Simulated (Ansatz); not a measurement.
CoO:

```xyz
2
Lattice="-1.5080 1.5080 2.1072 1.5080 -1.5080 2.1072 1.5080 1.5080 -2.1072" Properties=species:S:1:pos:R:3 pbc="T T T"
Co    0.0000    0.0000    0.0000
O     0.0000    0.0000    2.1072
```

- Program: Ansatz 0.2.0
- Task: relaxation of cell and atoms
- Functional: PBEsol
- Dispersion: D4
- Potentials or basis: Ansatz PAW
- Cutoff: 420 eV (not typed: the program's choice for these potentials)
- k mesh: 12 × 12 × 12
- Occupations: fermi-dirac, width 0.05 eV
- Spin: collinear spin, ferromagnetic start
- Starting moments: [2.0, 0.0] μB

At the start: volume 9.58 Å³/atom.

Problem. Where does the relaxation end?

Solution. It ends after 9 steps and the volume is 8.92 Å³/atom (-6.9 %); space group Fm-3m (No. 225, to 0.05 Å); moment 2.66 μB per cell.

The path:
```
step  energy change (eV)  largest force (eV/Å)  volume (Å³)
   1              0.0000                0.0000        19.17
   2             -0.0344                0.0000        18.57
   3             -0.0492                0.0000        17.95
   4             -0.0496                0.0000        17.90
   5             -0.0496                0.0000        17.90
   6             -0.0497                0.0000        17.90
   7             -0.0450                0.0000        17.90
   8             -0.0454                0.0000        17.85
   9             -0.0452                0.0000        17.85
```

Final structure:
```yaml
crystal:
  lattice:
    - [-1.46675, 1.46675, 2.07404]
    - [1.46675, -1.46675, 2.07404]
    - [1.46675, 1.46675, -2.07404]
  atoms:
    - { symbol: Co, position: [0.00000, 0.00000, 0.00000] }
    - { symbol: O, position: [0.50000, 0.50000, 0.00000] }
```

Caveat: the plane-wave basis is chosen anew once the cell has moved, so the energies of steps on either side of that aren't comparable; the pressure holds a Pulay correction of +0.8 GPa for the finite cutoff; a cell with one magnetic atom can't hold antiferromagnetic order, which such compounds often take; pairwise dispersion overbinds metals, which lowers pressure and volume; the PAW data sets come from PBE, with cores solved anew for the run's functional, which leaves a small shift of forces and pressure.
